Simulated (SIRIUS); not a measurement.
LiH under changes of volume

One of the cells (8.618 Å³/atom); the others are scaled copies at fixed shape and fractional positions:

```
CELL_PARAMETERS angstrom
0.00000 2.05024 2.05024
2.05024 0.00000 2.05024
2.05024 2.05024 0.00000
ATOMIC_POSITIONS crystal
Li 0.00000 0.00000 0.00000
H 0.50000 0.50000 0.50000
```

| Property | Result |
| --- | --- |
| Program | SIRIUS 7.10.0 |
| Functional | PBEsol |
| Potentials or basis | PseudoDojo 0.4.1 PBEsol standard (scalar relativistic) |
| Cutoff | 1030 eV |
| Density cutoff | 4119 eV |
| k mesh | 11 × 11 × 11 |
| Occupations | fermi-dirac, width 0.05 eV |
| Spin | no spin polarisation |

```tsv
volume (Å³/atom)	energy over the lowest point (meV/atom)	pressure (GPa)	gap on the mesh (eV)
7.942	0.00	-0.3	2.94
8.111	0.69	-1.0	2.96
8.280	2.13	-1.7	2.97
8.618	6.96	-2.9	2.99
8.787	10.25	-3.4	3.00
8.956	?	?	?
```

Task: What does the run at 8.956 Å³/atom give?

Result: Energy over the lowest point 14.05 meV/atom; pressure -3.9 GPa; gap on the mesh 3.01 eV.

Worked out: A Birch-Murnaghan fit of order 3 (a polynomial in V^(-2/3)) to the other rows has its minimum at 7.88 Å³/atom, just outside them, with B0 = V·E''(V) = 37 GPa and B' = 3.3. It gives 14.05 meV/atom at 8.956 Å³/atom, against the run's 14.05, and -dE/dV = -3.8 GPa, against -3.9. A straight line through the other rows of the gap, of slope 0.565 eV per unit of ln V, extrapolates to 3.01 eV, against the run's 3.01.

Energies are extrapolated to zero smearing.

Caveats: an odd mesh through Γ misses points on the zone boundary, where band edges often lie.
